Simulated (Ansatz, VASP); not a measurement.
Given: the input of a run of VASP 6.6.1 on ZnSe (Stilleite).

INCAR

```
ALGO = Normal
EDIFF = 1E-6
ENCUT = 520
GGA = PE
ISIF = 2
ISMEAR = 0
LASPH = T
LCHARG = T
LELF = T
LREAL = F
LVHAR = T
LWAVE = F
NBANDS = 16
NELM = 60
PREC = Accurate
SIGMA = 0.016
```

File KPOINTS:

```
k-points
0
Gamma
  8 8 8
```

File POSCAR:

```
ZnSe
1.0
    0.0000000000      2.8338000000      2.8338000000
    2.8338000000      0.0000000000      2.8338000000
    2.8338000000      2.8338000000      0.0000000000
Se Zn
1 1
Direct
    0.7500000000      0.7500000000      0.7500000000
    0.0000000000      0.0000000000      0.0000000000
```

Potentials or basis: VASP PAW PBE potentials, release 64 (Se, Zn).

Command:

```sh
$ cat potpaw_PBE.64/Se/POTCAR potpaw_PBE.64/Zn/POTCAR > POTCAR
$ mpirun -np 1 vasp_std > vasp.out
```

Question: Translate it to Ansatz 0.2.0. Potentials there: all-electron LAPW, scalar-relativistic.

Answer: As run (the cutoff follows the program's own potentials):

File input.yaml:

```yaml
crystal:
  lattice:
    - [0.0, 2.8338, 2.8338]
    - [2.8338, 0.0, 2.8338]
    - [2.8338, 2.8338, 0.0]
  atoms:
    - { symbol: Se, position: [0.75, 0.75, 0.75] }
    - { symbol: Zn, position: [0.0, 0.0, 0.0] }
kpoints:
  mp_grid: { grid: [8, 8, 8] }
scf:
  occupations: { method: gaussian, width: 0.016 }
hamiltonian:
  xc: pbe
  pseudopotentials: { kind: all_electron, lapw: { basis_error: 0.001 } }
output:
  forces: true
  stress: true
  eigenvalues: true
```

Potentials or basis: all-electron LAPW, scalar-relativistic.

Launch:

```sh
$ ansatz run input.yaml --threads 1 --pin off --max-ram 3072MiB --backend cpu --events-out ev --progress --plain --runs-dir out
```

Both were run:

|  | VASP | Ansatz | Ansatz less VASP |
| --- | --- | --- | --- |
| gap on the k mesh at the Fermi level (eV) | 1.29 | 1.29 | 0.000 |
| least direct gap on the mesh (eV) | 1.29 | 1.29 | 0.000 |
| pressure (GPa) | 2.3 | 2.1 | -0.22 |

Ansatz ran all-electron here, so the differences hold the error of VASP's frozen core and of both bases.

As with any semilocal functional, this PBE gap is likely too small.
